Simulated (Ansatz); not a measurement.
Ag:

```xyz
4
Lattice="2.8862 0.0000 0.0000 -1.4431 2.4995 0.0000 0.0000 0.0000 10.0000" Properties=species:S:1:pos:R:3 pbc="T T T"
Ag    0.0000    0.0000    5.0000
Ag    0.0000    0.0000    0.0000
Ag    1.4431    0.8332    7.5000
Ag    0.0000    1.6663    2.5000
```

This isn't the form of Ag at room conditions, which is fcc.

- Program: Ansatz 0.2.0
- Task: relaxation of cell and atoms
- Functional: PBEsol
- Potentials or basis: Ansatz PAW earlier set
- Cutoff: 480 eV (not typed: the program's choice for these potentials)
- k mesh: 11 × 11 × 3
- Occupations: fermi-dirac, width 0.05 eV
- Spin: no spin polarisation

At the start: volume 18.04 Å³/atom.

**Question.** Where does the relaxation end?

**Answer.** It ends after 6 steps and the volume is 16.65 Å³/atom (-7.7 %); space group P6_3/mmc (No. 194, to 0.05 Å).

Step by step:
| step | energy change (eV) | largest force (eV/Å) | volume (Å³) |
| --- | --- | --- | --- |
| 1 | 0.0000 | 0.0000 | 72.14 |
| 2 | -0.1432 | 0.0000 | 65.30 |
| 3 | -0.1585 | 0.0000 | 66.76 |
| 4 | -0.1599 | 0.0000 | 66.63 |
| 5 | -0.1600 | 0.0000 | 66.62 |
| 6 | -0.1595 | 0.0000 | 66.62 |

Final structure:
```cif
data_structure
_symmetry_space_group_name_H-M 'P 1'
_symmetry_Int_Tables_number 1
_cell_length_a 2.8526
_cell_length_b 2.8526
_cell_length_c 9.4526
_cell_angle_alpha 90.000
_cell_angle_beta 90.000
_cell_angle_gamma 120.000
_cell_volume 66.62
loop_
_atom_site_label
_atom_site_type_symbol
_atom_site_fract_x
_atom_site_fract_y
_atom_site_fract_z
_atom_site_occupancy
Ag1 Ag 0.00000 0.00000 0.50000 1
Ag2 Ag 0.00000 0.00000 0.00000 1
Ag3 Ag 0.66667 0.33333 0.75000 1
Ag4 Ag 0.33333 0.66667 0.25000 1
```

Caveat: the plane-wave basis is chosen anew once the cell has moved, so the energies of steps on either side of that aren't comparable; the PAW data sets come from PBE, with cores solved anew for the run's functional, which leaves a small shift of forces and pressure.
